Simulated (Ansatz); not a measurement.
Hf: energy above lowest point and pressure against volume per atom

Results calculated with Ansatz 0.2.0 development build, not measured. Equation of state of a cubic crystal from periodic Kohn-Sham density functional theory without spin; pressure corrected for the finite basis.

Cell of the first row (space group Fm-3m, No. 225):
```
CELL_PARAMETERS angstrom
0.00000 2.18140 2.18140
2.18140 0.00000 2.18140
2.18140 2.18140 0.00000
ATOMIC_POSITIONS crystal
Hf 0.00000 0.00000 0.00000
```

Settings of every row: formula Hf; structure type fcc; functional r2SCAN; spin treatment none; k mesh 13x13x13; occupation method fermi-dirac; occupation width 0.1 eV; wave cutoff 440 eV; datasets all-electron datasets; density cutoff ratio 7; dirac inner shells no; nucleus point.

Limits: a cubic model structure, not a phase known at ambient conditions; no spin-orbit coupling, which can matter with elements this heavy.

```
row  volume per atom (Å³)  energy above lowest point (meV/atom)  pressure (GPa)
  1                20.761                                 44.63           9.202
  2                21.438                                 14.45           5.173
  3                22.115                                     ?               ?
  4                22.792                                     0          -1.474
  5                23.469                                 12.17          -4.232
```

Question: what energy above lowest point and pressure should row 3 give?

Worked fit of energy above lowest point. Take u = (V_r/V)^(2/3) − 1 with V_r = 22.115 Å³ an atom, which is twice the finite (Eulerian) strain; such expansions in the strain, on which the Birch-Murnaghan equation of state is built, carry the rest volume and the bulk modulus. The shown rows have u = 0.04302, 0.02094, -0.0199, -0.03884. Least squares give energy above lowest point = 0.238 + 329.91 × u + 16352.1 × u² meV/atom; a straight line predicts inner rows, each left out in turn, worse (root mean square 16 against 0.36 meV/atom). The rows lie off it by -0.06, 0.13, -0.15, 0.08 (root mean square 0.11 meV/atom). Its lowest point lies at u = -0.0101, or V = 22.45 Å³ an atom, and the curvature there gives the bulk modulus at fixed shape and fractions, B = (4/9)(1 + u)² E″(u)/V = 102 GPa. The withheld row has u = 0, so the fit gives 0.238 + 329.91 × (0) + 16352.1 × (0)² = 0.24 meV/atom.

The calculation gave 0.22 meV/atom. The fit lies 0.02 meV/atom (9.1 % of the value, 0.045 % of the column's range) above it; its largest miss of a shown row is 0.15 meV/atom.

Worked fit of pressure. Take u = (V_r/V)^(2/3) − 1 with V_r = 22.115 Å³ an atom, which is twice the finite (Eulerian) strain; such expansions in the strain, on which the Birch-Murnaghan equation of state is built, carry the rest volume and the bulk modulus. The shown rows have u = 0.04302, 0.02094, -0.0199, -0.03884. Least squares give pressure = 1.6387 + 162.768 × u + 301.52 × u² GPa; a straight line predicts inner rows, each left out in turn, worse (root mean square 0.29 against 0.017 GPa). The rows lie off it by 0.003, -0.006, 0.007, -0.004 (root mean square 0.0052 GPa). The pressure vanishes at u = -0.0103, or V = 22.46 Å³ an atom, and there the bulk modulus at fixed shape and fractions is B = −V dP/dV = (2/3)(1 + u) dP/du = 103 GPa. The withheld row has u = 0, so the fit gives 1.6387 + 162.768 × (0) + 301.52 × (0)² = 1.639 GPa.

The calculation gave 1.64 GPa. The fit lies 0.001 GPa (0.0074 % of the column's range) below it, one unit of the last digit.
